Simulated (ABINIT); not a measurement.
A run of ABINIT 10.8.3 (patched build) is set up as follows.

File run.abi:

```
# Datasets: ground state, then fixed potential
ndtset 2

# Pseudopotentials
pp_dirpath "./"
pseudos "Pt.GGA_PBE-JTH.xml"

# Structure
acell 3*1.0 Angstrom
rprim
     0.0000000000     1.9609000000     1.9609000000
     1.9609000000     0.0000000000     1.9609000000
     1.9609000000     1.9609000000     0.0000000000
ntypat 1
znucl 78
natom 1
typat 1
xred
     0.0000000000     0.0000000000     0.0000000000

# Plane-wave basis
ecut 16.0
pawecutdg 32.0
pawxcdev 0

# Exchange and correlation
ixc -116133

# Bands and occupations
occopt 3
tsmear 0.00183747

# Spin
nspinor 2
nspden 1
pawspnorb 1

# SCF cycle
nstep 100

# Output
iomode 3
prtwf 0
prteig 0
prtebands 0
prtden1 1

# Dataset 1
kptopt1 4
ngkpt1 12 12 12
nshiftk1 1
shiftk1 0.0 0.0 0.0
nband1 18
tolvrs1 1.0e-9

# Dataset 2: bands along G-X-W-K-G-L-U-W-L-K
iscf2 -2
getden2 1
nband2 30
nbdbuf2 8
tolwfr2 1.0e-11
kptopt2 -9
ndivsm2 5
prteig2 1
kptbounds2
     0.0000000000     0.0000000000     0.0000000000
     0.5000000000     0.0000000000     0.5000000000
     0.5000000000     0.2500000000     0.7500000000
     0.3750000000     0.3750000000     0.7500000000
     0.0000000000     0.0000000000     0.0000000000
     0.5000000000     0.5000000000     0.5000000000
     0.6250000000     0.2500000000     0.6250000000
     0.5000000000     0.2500000000     0.7500000000
     0.5000000000     0.5000000000     0.5000000000
     0.3750000000     0.3750000000     0.7500000000
```

Potentials or basis: JTH PAW PBE v2.0.

Run with:

```console
$ abinit run.abi > log 2>&1
```

Question: Predict the band gap on the k mesh.

Answer: None (metal or under the smearing width).

Question: Estimate the pressure.

Answer: 1.0 GPa.

Levels at the corners of the path, in eV from the Fermi level:
| point | band 7 | band 8 | band 9 | band 10 | band 11 | band 12 | band 13 | band 14 |
| --- | --- | --- | --- | --- | --- | --- | --- | --- |
| Γ | -3.33 | -3.33 | -1.50 | -1.50 | -1.50 | -1.50 | 15.43 | 15.43 |
| X | 0.08 | 0.08 | 1.05 | 1.05 | 1.46 | 1.46 | 8.82 | 8.82 |
| W | -1.94 | -1.94 | 0.48 | 0.48 | 7.07 | 7.07 | 7.43 | 7.43 |
| K | -1.38 | -1.38 | -0.09 | -0.09 | 5.62 | 5.62 | 6.61 | 6.61 |
| Γ | -3.33 | -3.33 | -1.50 | -1.50 | -1.50 | -1.50 | 15.43 | 15.43 |
| L | -0.73 | -0.73 | -0.30 | -0.30 | 0.35 | 0.35 | 5.82 | 5.82 |
| U | -1.38 | -1.38 | -0.09 | -0.09 | 5.62 | 5.62 | 6.61 | 6.61 |
| W | -1.94 | -1.94 | 0.48 | 0.48 | 7.07 | 7.07 | 7.43 | 7.43 |
| L | -0.73 | -0.73 | -0.30 | -0.30 | 0.35 | 0.35 | 5.82 | 5.82 |
| K | -1.38 | -1.38 | -0.09 | -0.09 | 5.62 | 5.62 | 6.61 | 6.61 |

Caveat: the PAW data sets were made with another functional, which shifts forces and pressure a little.
